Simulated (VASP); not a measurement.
# SnS (Pnma) in VASP: further runs, part 2 of 2

VASP 6.6.1. Earlier steps stand in the parts before.

## 3. Relaxation of cell and atoms, PBEsol

This run uses another cell than the first one, of 23.42 Å³/atom, 0.968 times its volume.

Input file INCAR:

```
PREC = Accurate
ENCUT = 600
EDIFF = 1E-7
ISMEAR = 0
SIGMA = 0.03
LREAL = False
LASPH = True
NELM = 80
ALGO = Normal
ISIF = 3
LWAVE = False
LCHARG = False
GGA = PS
IBRION = 2
NSW = 90
EDIFFG = -0.005
KPAR = 8
```

Input file KPOINTS:

```
regular mesh
0
Gamma
  4 8 6
```

Input file POSCAR:

```
SnS                                     
1.0
   11.0829686369      0.0000000000      0.0000000000
    0.0000000000      3.9844556623      0.0000000000
    0.0000000000      0.0000000000      4.2424905092
  Sn              S             
     4     4
Direct
     0.1183073362774920    0.2500000000000000    0.1134200474380371
     0.3816926637225081    0.7500000000000000    0.6134200474380371
     0.6183073362774919    0.2500000000000000    0.3865799525619630
     0.8816926637225081    0.7500000000000000    0.8865799525619629
     0.8534911887812830    0.2500000000000000    0.4730776820555689
     0.6465088112187170    0.7500000000000000    0.9730776820555689
     0.3534911887812829    0.2500000000000000    0.0269223179444311
     0.1465088112187170    0.7500000000000000    0.5269223179444311
```

Potentials or basis: VASP PAW PBE potentials, release 64 (Sn_d, S).

Launch:

```sh
cat potpaw_PBE.64/Sn_d/POTCAR potpaw_PBE.64/S/POTCAR > POTCAR
mpirun -np 8 vasp_std > vasp.out
```

OUTCAR:

```text
PREC = Accurate
   ENCUT = 600
   EDIFF = 1E-7
   ISMEAR = 0
   LREAL = False
   LASPH = True
   NELM = 80
   ISIF = 3
   GGA = PS
   IBRION = 2
   NSW = 90
   EDIFFG = -0.005

 ion  position               nearest neighbor table
   1  0.118  0.250  0.113-   7 2.63   8 2.67   8 2.67   8 3.20   8 3.20   4 3.43   4 3.43
   2  0.382  0.750  0.613-   8 2.63   7 2.67   7 2.67   7 3.20   7 3.20   3 3.43   3 3.43
   3  0.618  0.250  0.387-   5 2.63   6 2.67   6 2.67   6 3.20   6 3.20   2 3.43   2 3.43
   4  0.882  0.750  0.887-   6 2.63   5 2.67   5 2.67   5 3.20   5 3.20   1 3.43   1 3.43
   5  0.853  0.250  0.473-   3 2.63   4 2.67   4 2.67   4 3.20   4 3.20
   6  0.647  0.750  0.973-   4 2.63   3 2.67   3 2.67   3 3.20   3 3.20
   7  0.353  0.250  0.027-   1 2.63   2 2.67   2 2.67   2 3.20   2 3.20
   8  0.147  0.750  0.527-   2 2.63   1 2.67   1 2.67   1 3.20   1 3.20

  LATTYP: Found a simple orthorhombic cell.
 ALAT       =     3.9844556623
 B/A-ratio  =     1.0647603760
 C/A-ratio  =     2.7815515032

  Lattice vectors:

 A1 = (   0.0000000000,   3.9844556623,   0.0000000000)
 A2 = (   0.0000000000,   0.0000000000,   4.2424905092)
 A3 = (  11.0829686369,   0.0000000000,   0.0000000000)

Analysis of symmetry for initial positions (statically):
=====================================================================
 Subroutine PRICEL returns:
[... 306 lines left out ...]
  FREE ENERGIE OF THE ION-ELECTRON SYSTEM (eV)
  ---------------------------------------------------
  free  energy   TOTEN  =       -38.3901948222 eV

  energy  without entropy=      -38.3901948222  energy(sigma->0) =      -38.39019482

[... ionic steps 4 to 11 ...]

--------------------------------------- Ionic step       12  -------------------------------------------

 number of electron      80.0000007 magnetization

------------------------ aborting loop because EDIFF is reached ----------------------------------------
[... 79 lines left out ...]
--------------------------------------- Ionic step       14  -------------------------------------------

 number of electron      80.0000006 magnetization

 Free energy of the ion-electron system (eV)
  ---------------------------------------------------
  ext. energy  EPLUGINS =         0.00000000
  ---------------------------------------------------
  free energy    TOTEN  =       -38.39045678 eV

  energy without entropy =      -38.39045678  energy(sigma->0) =      -38.39045678

 E-fermi :   6.6795     XC(G=0): -10.2085

 val. band max:        6.4988624642   @ k =   0.5000   0.0000   0.5000
 cond. band min:       7.2224020184   @ k =   0.0000   0.0000   0.0000
 fundamental gap:      0.7235395542
 Fermi energy:         6.6795106633

 k-point     1 :       0.0000    0.0000    0.0000
  band No.  band energies     occupation
      1     -14.7247      2.00000
      2     -14.7024      2.00000
      3     -14.7005      2.00000
      4     -14.6930      2.00000
      5     -14.6879      2.00000
      6     -14.6835      2.00000
[... 1213 lines left out ...]
     47      10.1086      0.00000
     48      10.1086      0.00000

 [... further k-points ...]
[... 5 lines left out ...]
  --------------------------------------------------------------------------------------
  -------------------------------------------------------------------------------------
  Total       -0.0306671     -0.0083057      0.0199193      0.0000000      0.0000000      0.0000000
  in kB       -0.2625140     -0.0710975      0.1705117      0.0000000      0.0000000      0.0000000
  external PRESSURE =      -0.0543666 kB  Pullay stress =       0.0000000 kB
[... 23 lines left out ...]
  FREE ENERGIE OF THE ION-ELECTRON SYSTEM (eV)
  ---------------------------------------------------
  free  energy   TOTEN  =       -38.3904567760 eV

  energy  without entropy=      -38.3904567760  energy(sigma->0) =      -38.39045678

 reached required accuracy - stopping structural energy minimisation
```

CONTCAR:

```text
SnS
   1.00000000000000
    11.1022374350478046    0.0000000000000000    0.0000000000000000
     0.0000000000000000    3.9856082151641727    0.0000000000000000
     0.0000000000000000   -0.0000000000000001    4.2298603131761254
  Sn              S
     4     4
Direct
     0.1185162886102992    0.2500000000000000    0.1099913223567848
     0.3814837113897008    0.7500000000000000    0.6099913223567920
     0.6185162886102992    0.2500000000000000    0.3900086776432152
     0.8814837113897008    0.7500000000000000    0.8900086776432080
     0.8532534661321777    0.2500000000000000    0.4743739466666063
     0.6467465338678223    0.7500000000000000    0.9743739466666064
     0.3532534661321776    0.2500000000000000    0.0256260533333937
     0.1467465338678225    0.7500000000000000    0.5256260533333936

  0.00000000E+00  0.00000000E+00  0.00000000E+00
  0.00000000E+00  0.00000000E+00  0.00000000E+00
  0.00000000E+00  0.00000000E+00  0.00000000E+00
  0.00000000E+00  0.00000000E+00  0.00000000E+00
  0.00000000E+00  0.00000000E+00  0.00000000E+00
  0.00000000E+00  0.00000000E+00  0.00000000E+00
  0.00000000E+00  0.00000000E+00  0.00000000E+00
  0.00000000E+00  0.00000000E+00  0.00000000E+00
```

Run time: 8.3 min. Hardware: 8 MPI ranks of Intel Xeon Platinum 8488C (Sapphire Rapids), shared host; peak memory 0.71 GiB.

Results:

```
Free energy                            : -38.3905 eV
Relaxed volume                         : 23.40 Å³/atom
Relaxed cell                           : a = 11.102 Å, b = 3.986 Å, c = 4.230 Å, α = 90.00°, β = 90.00°, γ = 90.00°
Space group after relaxing (to 0.05 Å) : Pnma (No. 62)
Energy gained by relaxing              : 0.0 meV/atom
Ionic steps                            : 14
Pressure after relaxing                : 0.0 GPa
Largest force after relaxing           : 0.003 eV/Å
Band gap on the k mesh                 : 0.72 eV, indirect (least direct gap 1.08 eV)
```

Forces on the atoms (eV/Å):
```
Sn   0.002  0.000 -0.002
Sn  -0.002  0.000 -0.002
Sn   0.002  0.000  0.002
Sn  -0.002  0.000  0.002
S    0.003  0.000  0.002
S   -0.003  0.000  0.002
S    0.003  0.000 -0.002
S   -0.003  0.000 -0.002
```

The path:
```
step  energy change (eV)  largest force (eV/Å)  pressure (GPa)  volume (Å³)
   1              0.0000                0.0091           -0.01       187.35
   2              0.0000                0.0093            0.00       187.29
   3              0.0000                0.0102            0.01       187.23
   4              0.0000                0.0100            0.01       187.25
   5             -0.0001                0.0073            0.00       187.25
   6             -0.0001                0.0058           -0.02       187.26
   7             -0.0001                0.0051            0.01       187.18
   8             -0.0001                0.0061            0.03       187.12
   9             -0.0002                0.0060            0.03       187.12
  10             -0.0002                0.0061            0.02       187.13
  11             -0.0003                0.0062            0.01       187.14
  12             -0.0003                0.0071           -0.01       187.18
  13             -0.0003                0.0068            0.00       187.17
  14             -0.0003                0.0031           -0.01       187.17
```

Final structure:
```
Sn S
1.0
    11.10224    0.00000    0.00000
     0.00000    3.98561    0.00000
     0.00000    0.00000    4.22986
Sn S
4 4
Direct
  0.11852 0.25000 0.10999
  0.38148 0.75000 0.60999
  0.61852 0.25000 0.39001
  0.88148 0.75000 0.89001
  0.85325 0.25000 0.47437
  0.64675 0.75000 0.97437
  0.35325 0.25000 0.02563
  0.14675 0.75000 0.52563
```

Caveat: the PAW data sets were made with another functional, which shifts forces and pressure a little; spin-orbit coupling is left out, which moves the levels of the heavy elements.

## 4. Relaxation of cell and atoms, PBEsol

Input file INCAR:

```
ALGO = Normal ; EDIFF = 1E-6
EDIFFG = -0.01 ; ENCUT = 600
GGA = PS ; IBRION = 2
ISIF = 3 ; ISMEAR = 0
KPAR = 2 ; LASPH = True
LCHARG = False ; LREAL = False
LWAVE = False ; NELM = 80
NSW = 90 ; PREC = Accurate
SIGMA = 0.03
```

Input file KPOINTS:

```
k-points
0
Gamma
  4 8 6
```

Input file POSCAR:

```
SnS
1.0
   11.2000000000      0.0000000000      0.0000000000
    0.0000000000      3.9870000000      0.0000000000
    0.0000000000      0.0000000000      4.3340000000
Sn S
4 4
Direct
    0.1194000000      0.2500000000      0.1198000000
    0.3806000000      0.7500000000      0.6198000000
    0.6194000000      0.2500000000      0.3802000000
    0.8806000000      0.7500000000      0.8802000000
    0.8508000000      0.2500000000      0.4793000000
    0.6492000000      0.7500000000      0.9793000000
    0.3508000000      0.2500000000      0.0207000000
    0.1492000000      0.7500000000      0.5207000000
```

Launch:

```sh
cat potpaw_PBE.64/Sn_d/POTCAR potpaw_PBE.64/S/POTCAR > POTCAR
mpirun -np 2 vasp_std > vasp.out
```

It took 36 min on 2 MPI ranks of Intel Xeon Platinum 8488C (Sapphire Rapids), shared host; peak memory 0.67 GiB.

The run converged. Its results:

* Free energy: -38.3907 eV
* Relaxed volume: 23.42 Å³/atom
* Relaxed cell: a = 11.083 Å, b = 3.984 Å, c = 4.242 Å, α = 90.00°, β = 90.00°, γ = 90.00°
* Space group after relaxing (to 0.05 Å): Pnma (No. 62)
* Energy gained by relaxing: 3.3 meV/atom
* Ionic steps: 17
* Pressure after relaxing: 0.0 GPa
* Largest force after relaxing: 0.009 eV/Å
* Band gap on the k mesh: 0.77 eV, indirect (least direct gap 1.08 eV)

Forces on the atoms (eV/Å):
```
Sn  -0.003  0.000 -0.009
Sn   0.003  0.000 -0.009
Sn  -0.003  0.000  0.009
Sn   0.003  0.000  0.009
S    0.001  0.000  0.002
S   -0.001  0.000  0.002
S    0.001  0.000 -0.002
S   -0.001  0.000 -0.002
```

Stress tensor (GPa, compression positive):
```
 0.04  0.00  0.00
 0.00 -0.05  0.00
 0.00  0.00 -0.01
```

The path:
| step | energy change (eV) | largest force (eV/Å) | pressure (GPa) | volume (Å³) |
| --- | --- | --- | --- | --- |
| 1 | 0.0000 | 0.0741 | -0.79 | 193.53 |
| 2 | -0.0097 | 0.1417 | 0.13 | 190.21 |
| 3 | -0.0097 | 0.1445 | 0.17 | 190.10 |
| 4 | -0.0166 | 0.0946 | 0.11 | 189.32 |
| 5 | -0.0225 | 0.0337 | 0.02 | 187.85 |
| 6 | -0.0226 | 0.0383 | 0.03 | 187.65 |
| 7 | -0.0247 | 0.0292 | -0.04 | 187.49 |
| 8 | -0.0246 | 0.0292 | -0.03 | 187.48 |
| 9 | -0.0254 | 0.0155 | 0.05 | 187.24 |
| 10 | -0.0255 | 0.0152 | 0.09 | 187.09 |
| 11 | -0.0257 | 0.0241 | -0.09 | 187.58 |
| 12 | -0.0258 | 0.0208 | -0.02 | 187.43 |
| 13 | -0.0258 | 0.0204 | -0.05 | 187.45 |
| 14 | -0.0259 | 0.0183 | -0.02 | 187.43 |
| 15 | -0.0260 | 0.0166 | -0.01 | 187.41 |
| 16 | -0.0262 | 0.0091 | 0.02 | 187.33 |
| 17 | -0.0262 | 0.0094 | -0.01 | 187.35 |

Final structure:
```yaml
crystal:
  lattice:
    - [11.08297, 0.00000, 0.00000]
    - [0.00000, 3.98446, 0.00000]
    - [0.00000, 0.00000, 4.24249]
  atoms:
    - { symbol: Sn, position: [0.11831, 0.25000, 0.11342] }
    - { symbol: Sn, position: [0.38169, 0.75000, 0.61342] }
    - { symbol: Sn, position: [0.61831, 0.25000, 0.38658] }
    - { symbol: Sn, position: [0.88169, 0.75000, 0.88658] }
    - { symbol: S, position: [0.85349, 0.25000, 0.47308] }
    - { symbol: S, position: [0.64651, 0.75000, 0.97308] }
    - { symbol: S, position: [0.35349, 0.25000, 0.02692] }
    - { symbol: S, position: [0.14651, 0.75000, 0.52692] }
```

Levels at points of the mesh, in eV from the valence-band top:
```tsv
k point	band 36	band 37	band 38	band 39	band 40	band 41	band 42	band 43	band 44	band 45
(0.00, 0.00, 0.00)	-2.20	-1.97	-1.25	-0.82	-0.68	0.77	2.96	3.00	3.08	3.42
(0.50, 0.00, 0.00)	-2.42	-2.22	-2.22	-0.70	-0.70	2.61	2.61	2.78	2.78	4.08
(0.00, 0.50, 0.00)	-2.06	-1.02	-1.02	-0.78	-0.78	1.10	1.10	1.70	1.70	1.98
(0.50, 0.50, 0.00)	-2.44	-1.01	-1.01	-1.01	-1.01	1.58	1.58	1.58	1.58	2.45
(0.00, 0.00, 0.50)	-1.80	-0.94	-0.94	-0.09	-0.09	1.41	1.41	1.88	1.88	1.90
(0.50, 0.00, 0.50)	-2.16	-0.70	-0.70	0.00	0.00	1.30	1.30	1.83	1.83	1.94
(0.00, 0.50, 0.50)	-3.49	-2.57	-2.57	-1.56	-1.56	2.75	2.75	3.02	3.02	4.54
(0.50, 0.50, 0.50)	-4.09	-1.75	-1.75	-1.75	-1.75	2.56	2.56	2.56	2.56	4.68
```

Caveat: the PAW data sets were made with another functional, which shifts forces and pressure a little; spin-orbit coupling is left out, which moves the levels of the heavy elements. A k mesh can miss the band edges.
